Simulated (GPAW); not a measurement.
A run of GPAW 26.7.0 is set up as follows.

run.py

```python
from ase import Atoms
from ase.calculators.mixing import SumCalculator
from ase.filters import FrechetCellFilter
from ase.io import write
from ase.optimize import BFGS
from dftd4.ase import DFTD4
from gpaw import GPAW, PW, setup_paths

setup_paths.insert(0, '.')

atoms = Atoms(['Ni', 'Ni', 'Ni', 'Si'],
              cell=[[3.542, 0.0, 0.0],
                    [0.0, 3.542, 0.0],
                    [0.0, 0.0, 3.542]],
              scaled_positions=[[0.5, 0.5, 0.0],
                                [0.5, 0.0, 0.5],
                                [0.0, 0.5, 0.5],
                                [0.0, 0.0, 0.0]],
              pbc=True)
atoms.set_initial_magnetic_moments([1.0, 1.0, 1.0, 0.0])

calc = GPAW(mode=PW(600),
            xc='PBEsol',
            kpts={'size': (6, 6, 6), 'gamma': True},
            occupations={'name': 'fermi-dirac', 'width': 0.05},
            nbands=45,
            convergence={'density': 1e-05, 'forces': 0.0001},
            maxiter=150,
            txt='gpaw.txt')
atoms.calc = SumCalculator([calc, DFTD4(method='pbesol')])
opt = BFGS(FrechetCellFilter(atoms), trajectory='relax.traj', logfile='-')
done = opt.run(fmax=0.02, steps=60)
calc.write('gs.gpw')
write('result.traj', atoms)
print('Converged:', done)
print('Cell:', atoms.cell.cellpar().round(4))
print('Volume:', round(atoms.get_volume(), 4))
print(atoms.get_scaled_positions().round(5))
```

Potentials or basis: PAW data sets generated in the run's folder for this functional, pw.

Launch:

```console
$ gpaw-setup -f PBEsol Ni Si
$ OMP_NUM_THREADS=1 python run.py
```

What does it give for the band gap on the k mesh?

None (metal or under the smearing width).

What does it give for the dispersion energy per atom?

-0.294 eV.

Final structure:
```
CELL_PARAMETERS angstrom
3.45752 0.00000 0.00000
0.00000 3.45752 0.00000
0.00000 0.00000 3.45752
ATOMIC_POSITIONS crystal
Ni 0.50000 0.50000 0.00000
Ni 0.50000 0.00000 0.50000
Ni 0.00000 0.50000 0.50000
Si 0.00000 0.00000 0.00000
```

Caveat: each step starts from the last one's moments, so a moment once lost doesn't come back; later steps reuse the first step's grids.
